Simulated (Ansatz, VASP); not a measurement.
## Cu3Au (Auricupride): VASP beside Ansatz

File INCAR:

```
SYSTEM = Cu3Au
PREC = Accurate ; ENCUT = 600
EDIFF = 1E-6 ; ISMEAR = -1
SIGMA = 0.05 ; LREAL = .False.
LASPH = .True. ; NELM = 100
ALGO = Fast ; ISIF = 3
LWAVE = .False. ; LCHARG = .False.
GGA = RP ; IVDW = 13
IBRION = 2 ; NSW = 40
EDIFFG = -0.01
```

KPOINTS

```
regular mesh
0
Gamma
  7 7 7
  0 0 0
```

POSCAR

```
Cu3Au
1.0
    3.7400000000      0.0000000000      0.0000000000
    0.0000000000      3.7400000000      0.0000000000
    0.0000000000      0.0000000000      3.7400000000
Au Cu
1 3
Direct
    0.0000000000      0.0000000000      0.0000000000
    0.5000000000      0.5000000000      0.0000000000
    0.5000000000      0.0000000000      0.5000000000
    0.0000000000      0.5000000000      0.5000000000
```

input.yaml

```yaml
crystal:
  lattice:
    - [3.74, 0.0, 0.0]
    - [0.0, 3.74, 0.0]
    - [0.0, 0.0, 3.74]
  atoms:
    - { symbol: Au, position: [0.0, 0.0, 0.0] }
    - { symbol: Cu, position: [0.5, 0.5, 0.0] }
    - { symbol: Cu, position: [0.5, 0.0, 0.5] }
    - { symbol: Cu, position: [0.0, 0.5, 0.5] }
hamiltonian:
  xc: rpbe
  pseudopotentials: { kind: paw }
  dispersion: d4
kpoints:
  mp_grid: { grid: [7, 7, 7] }
scf:
  occupations: { method: fermi_dirac, width: 0.05 }
output:
  forces: true
  stress: true
  eigenvalues: true
relax:
  f_tol: 0.01
  max_steps: 40
  cell: { stress_tol: 0.05 }
```

Alike in both runs: task relaxation of cell and atoms; functional RPBE; dispersion D4; k mesh 7 × 7 × 7; occupations fermi-dirac, width 0.05 eV; no spin polarisation.

|  | VASP | Ansatz |
| --- | --- | --- |
| version | VASP 6.6.1 | Ansatz 0.2.0 |
| potentials or method | VASP PAW PBE potentials, release 64 (Au, Cu) | Ansatz PAW |
| plane-wave cutoff (eV) | 600 | 420 |
| valence electrons in the cell | 44 | 76 |

|  | VASP | Ansatz | Ansatz less VASP |
| --- | --- | --- | --- |
| gap on the k mesh at the Fermi level, each at its own relaxed structure (eV) | none | none | - |
| relaxed volume (Å³/atom) | 12.86 | 12.82 | -0.032 |
| relaxed cell length with the largest relative difference (Å) | 3.719 | 3.716 | -0.0031 |
| energy change over the relaxation (meV/atom) | -2 | -2 | -0.4 |

A gap of «none» marks a metal or a gap that the smearing closes. The two sets of potentials don't hold the same shells in valence.

Caveats: pairwise dispersion overbinds metals, which lowers pressure and volume; the PAW data sets were made with another functional, which shifts forces and pressure a little (VASP); the plane-wave basis is chosen anew once the cell has moved, so the energies of steps on either side of that aren't comparable (Ansatz); the PAW data sets come from PBE, with cores solved anew for the run's functional, which leaves a small shift of forces and pressure (Ansatz). Spin-orbit coupling is left out, which matters for the levels of Au.
